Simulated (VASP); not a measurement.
# SnO2 (Cassiterite) (P4_2/mnm) in VASP: a series of runs, part 2 of 2

VASP 6.6.1. Earlier steps stand in the parts before.

## (6) Relaxation of cell and atoms, vdW-DF-cx

INCAR

```
SYSTEM = SnO2
PREC = Accurate
ENCUT = 600
EDIFF = 1E-6
ISMEAR = -1
SIGMA = 0.05
LREAL = .False.
LASPH = .True.
NELM = 60
ALGO = Fast
ISIF = 3
LWAVE = .False.
LCHARG = .False.
GGA = CX
LUSE_VDW = .True.
AGGAC = 0.0
IBRION = 2
NSW = 40
EDIFFG = -0.01
```

KPOINTS

```
regular mesh
0
Gamma
  6 6 8
  0 0 0
```

POSCAR

```
SnO2
1.0
    4.7380000000      0.0000000000      0.0000000000
    0.0000000000      4.7380000000      0.0000000000
    0.0000000000      0.0000000000      3.1865000000
Sn O
2 4
Direct
    0.5000000000      0.5000000000      0.5000000000
    0.0000000000      0.0000000000      0.0000000000
    0.8071000000      0.1929000000      0.5000000000
    0.6929000000      0.6929000000      0.0000000000
    0.1929000000      0.8071000000      0.5000000000
    0.3071000000      0.3071000000      0.0000000000
```

Potentials or basis: VASP PAW PBE potentials, release 64 (Sn_d, O).

On the command line:

```sh
cat potpaw_PBE.64/Sn_d/POTCAR potpaw_PBE.64/O/POTCAR > POTCAR
mpirun -np 1 vasp_std > vasp.out
```

OUTCAR:

```text
SYSTEM = SnO2
   PREC = Accurate
   ENCUT = 600
   EDIFF = 1E-6
   ISMEAR = -1
   LREAL = .False.
   LASPH = .True.
   NELM = 60
   ISIF = 3
   GGA = CX
   IBRION = 2
   NSW = 40
   EDIFFG = -0.01

 ion  position               nearest neighbor table
   1  0.500  0.500  0.500-   4 2.05   6 2.05   4 2.05   6 2.05   5 2.06   3 2.06   2 3.71   2 3.71
                             2 3.71   2 3.71   2 3.71   2 3.71   2 3.71   2 3.71
   2  0.000  0.000  0.000-   3 2.05   5 2.05   3 2.05   5 2.05   4 2.06   6 2.06   1 3.71   1 3.71
                             1 3.71   1 3.71   1 3.71   1 3.71   1 3.71   1 3.71
   3  0.807  0.193  0.500-   2 2.05   2 2.05   1 2.06
   4  0.693  0.693  0.000-   1 2.05   1 2.05   2 2.06
   5  0.193  0.807  0.500-   2 2.05   2 2.05   1 2.06
   6  0.307  0.307  0.000-   1 2.05   1 2.05   2 2.06

  LATTYP: Found a simple tetragonal cell.
 ALAT       =     4.7380000000
 C/A-ratio  =     0.6725411566

  Lattice vectors:

 A1 = (   4.7380000000,   0.0000000000,   0.0000000000)
 A2 = (   0.0000000000,   4.7380000000,   0.0000000000)
 A3 = (   0.0000000000,   0.0000000000,   3.1865000000)

Analysis of symmetry for initial positions (statically):
=====================================================================
 Subroutine PRICEL returns:
 Original cell was already a primitive cell.

[... 185 lines left out ...]

------------------------ aborting loop because EDIFF is reached ----------------------------------------

  FORCE on cell =-STRESS in cart. coord.  units (eV):
  Direction    XX          YY          ZZ          XY          YZ          ZX
  --------------------------------------------------------------------------------------
  -------------------------------------------------------------------------------------
  Total        2.3763104      2.3763104      3.7579241      0.0000000      0.0000000      0.0000000
  in kB       53.2242708     53.2242708     84.1694612      0.0000000      0.0000000      0.0000000
  external PRESSURE =      63.5393343 kB  Pullay stress =       0.0000000 kB
[... 155 lines left out ...]
--------------------------------------- Ionic step        5  -------------------------------------------

 number of electron      52.0000005 magnetization

 Free energy of the ion-electron system (eV)
  ---------------------------------------------------
  ext. energy  EPLUGINS =         0.00000000
  ---------------------------------------------------
  free energy    TOTEN  =       -25.19755277 eV

  energy without entropy =      -25.19755157  energy(sigma->0) =      -25.19755217

 E-fermi :   6.1403     XC(G=0): -11.2985

 val. band max:        5.6801342777   @ k =   0.0000   0.0000   0.0000
 cond. band min:       6.5764709366   @ k =   0.0000   0.0000   0.0000
 fundamental gap:      0.8963366589
 Fermi energy:         6.1403380597

 k-point     1 :       0.0000    0.0000    0.0000
  band No.  band energies     occupation
      1     -15.3097      2.00000
      2     -14.5791      2.00000
      3     -14.3656      2.00000
      4     -14.3373      2.00000
      5     -14.3373      2.00000
      6     -14.2734      2.00000
[... 805 lines left out ...]
     30      14.1756      0.00000
     31      14.9101      0.00000

 [... further k-points ...]
[... 5 lines left out ...]
  --------------------------------------------------------------------------------------
  -------------------------------------------------------------------------------------
  Total        0.0257999      0.0257999      0.0215155      0.0000000      0.0000000      0.0000000
  in kB        0.5619387      0.5619387      0.4686216      0.0000000      0.0000000      0.0000000
  external PRESSURE =       0.5308330 kB  Pullay stress =       0.0000000 kB
[... 25 lines left out ...]
  energy  without entropy=      -25.1975515696  energy(sigma->0) =      -25.19755217

Total vdW correction in eV:      9.3605961

 reached required accuracy - stopping structural energy minimisation
```

OSZICAR:

```text
N       E                     dE             d eps       ncg     rms          rms(c)
DAV:   1     0.708954601619E+03    0.70895E+03   -0.28526E+04  3331   0.286E+03
DAV:   2     0.755606810800E+02   -0.63339E+03   -0.60944E+03  3516   0.739E+02
DAV:   3    -0.254606324118E+02   -0.10102E+03   -0.99271E+02  3527   0.238E+02
DAV:   4    -0.307854795590E+02   -0.53248E+01   -0.52964E+01  3670   0.594E+01
[... 47 lines left out ...]
DAV:   1    -0.251975429483E+02   -0.32728E-04   -0.14523E-02  3464   0.857E-01    0.396E-02
RMM:   2    -0.251975528733E+02   -0.99250E-05   -0.33086E-04  3541   0.139E-01    0.172E-02
RMM:   3    -0.251975519044E+02    0.96893E-06   -0.50679E-05  3740   0.645E-02    0.641E-03
RMM:   4    -0.251975524853E+02   -0.58086E-06   -0.12314E-05  3632   0.282E-02    0.253E-03
RMM:   5    -0.251975527675E+02   -0.28223E-06   -0.23705E-06  2239   0.130E-02
   5 F= -.25197553E+02 E0= -.25197552E+02  d E =-.421682E-04
```

CONTCAR:

```text
SnO2
   1.00000000000000
     4.7753968122981183    0.0000000000000000    0.0000000000000000
     0.0000000000000000    4.7753968122981183    0.0000000000000000
     0.0000000000000000    0.0000000000000000    3.2256758136394952
  Sn              O
     2     4
Direct
     0.5000000000000000    0.5000000000000000    0.5000000000000000
     1.0000000000000000    0.0000000000000000    0.0000000000000000
     0.8061250390787060    0.1938749609212938    0.5000000000000000
     0.6938749609212940    0.6938749609212940    0.0000000000000000
     0.1938749609212938    0.8061250390787060    0.5000000000000000
     0.3061250390787063    0.3061250390787063    0.0000000000000000

  0.00000000E+00  0.00000000E+00  0.00000000E+00
  0.00000000E+00  0.00000000E+00  0.00000000E+00
  0.00000000E+00  0.00000000E+00  0.00000000E+00
  0.00000000E+00  0.00000000E+00  0.00000000E+00
  0.00000000E+00  0.00000000E+00  0.00000000E+00
  0.00000000E+00  0.00000000E+00  0.00000000E+00
```

It took 8.1 min on 1 thread of Intel Xeon 6975P-C (Granite Rapids), shared host; peak memory 0.54 GiB.

What came out:

- Free energy: -25.1976 eV
- Relaxed volume: 12.26 Å³/atom
- Relaxed cell: a = 4.775 Å, b = 4.775 Å, c = 3.226 Å, α = 90.00°, β = 90.00°, γ = 90.00°
- Space group after relaxing (to 0.05 Å): P4_2/mnm (No. 136)
- Energy gained by relaxing: 7.5 meV/atom
- Ionic steps: 5
- Pressure after relaxing: 0.1 GPa
- Largest force after relaxing: 0.005 eV/Å
- Band gap on the k mesh: 0.90 eV, direct

Forces on the atoms (eV/Å):
```
Sn   0.000  0.000  0.000
Sn   0.000  0.000  0.000
O   -0.004  0.004  0.000
O    0.004  0.004  0.000
O    0.004 -0.004  0.000
O   -0.004 -0.004  0.000
```

Step by step:
```tsv
step	energy change (eV)	largest force (eV/Å)	pressure (GPa)	volume (Å³)
1	0.0000	0.2798	6.35	71.53
2	0.0332	0.2588	-7.34	76.54
3	-0.0448	0.0176	-0.08	73.62
4	-0.0448	0.0223	0.05	73.58
5	-0.0449	0.0052	0.05	73.56
```

Final structure:
```cif
data_structure
_symmetry_space_group_name_H-M 'P 1'
_symmetry_Int_Tables_number 1
_cell_length_a 4.7754
_cell_length_b 4.7754
_cell_length_c 3.2257
_cell_angle_alpha 90.000
_cell_angle_beta 90.000
_cell_angle_gamma 90.000
_cell_volume 73.56
loop_
_atom_site_label
_atom_site_type_symbol
_atom_site_fract_x
_atom_site_fract_y
_atom_site_fract_z
_atom_site_occupancy
Sn1 Sn 0.50000 0.50000 0.50000 1
Sn2 Sn 0.00000 0.00000 0.00000 1
O1 O 0.80613 0.19387 0.50000 1
O2 O 0.69387 0.69387 0.00000 1
O3 O 0.19387 0.80613 0.50000 1
O4 O 0.30613 0.30613 0.00000 1
```

Levels at points of the mesh, in eV from the valence-band top:
| k point | band 23 | band 24 | band 25 | band 26 | band 27 | band 28 | band 29 | band 30 |
| --- | --- | --- | --- | --- | --- | --- | --- | --- |
| (0.00, 0.00, 0.00) | -1.25 | -0.76 | -0.76 | 0.00 | 0.90 | 5.82 | 6.09 | 6.09 |
| (0.50, 0.00, 0.00) | -1.20 | -1.20 | -0.61 | -0.61 | 4.11 | 4.11 | 6.84 | 6.84 |
| (0.50, 0.50, 0.00) | -1.33 | -1.33 | -0.87 | -0.87 | 4.49 | 4.49 | 7.26 | 7.26 |
| (0.00, 0.00, 0.50) | -1.61 | -1.61 | -1.22 | -1.22 | 5.82 | 5.82 | 9.52 | 9.52 |
| (0.50, 0.00, 0.50) | -1.06 | -1.06 | -0.71 | -0.71 | 6.09 | 6.09 | 7.82 | 7.82 |
| (0.50, 0.50, 0.50) | -0.93 | -0.93 | -0.80 | -0.80 | 4.54 | 4.54 | 8.70 | 8.70 |

Caveat: the PAW data sets were made with another functional, which shifts forces and pressure a little; spin-orbit coupling is left out, which moves the levels of the heavy elements.

## (7) The reference run

An earlier run on the cell as given: functional PBEsol; potentials or basis VASP PAW PBE potentials, release 64 (Sn_d, O); cutoff 520 eV; k mesh 6 × 6 × 8; occupations fermi-dirac, width 0.05 eV; no spin polarisation.

* Pressure: 5.4 GPa
* Largest force: 0.229 eV/Å
* Band gap on the k mesh: 1.18 eV, direct

## (8) The runs side by side

| task | level | cell | cutoff (eV) | ladder | gap on the mesh (eV) | pressure (GPa) | relaxed volume (Å³/atom) | largest force (eV/Å) |
| --- | --- | --- | --- | --- | --- | --- | --- | --- |
| relaxation of cell and atoms | rev-vdW-DF2 | relaxed | 600 | - | 0.77 | 0.1 | 12.39 | 0.01 |
| relaxation of cell and atoms | vdW-DF-cx | relaxed | 600 | - | 0.90 | 0.1 | 12.26 | 0.01 |
| single point | PBEsol | as given | 520 | free | 1.18 | 5.4 | - | 0.23 |

Alike in all rows: potentials or basis VASP PAW PBE potentials, release 64 (Sn_d, O); no spin polarisation; k mesh 6 × 6 × 8; smearing fermi-dirac 0.05 eV.

Caveats: the PAW data sets were made with another functional, which shifts forces and pressure a little; spin-orbit coupling is left out, which moves the levels of the heavy elements.

Total energies depend on the potentials used, so only differences within one code and one set of settings carry meaning.
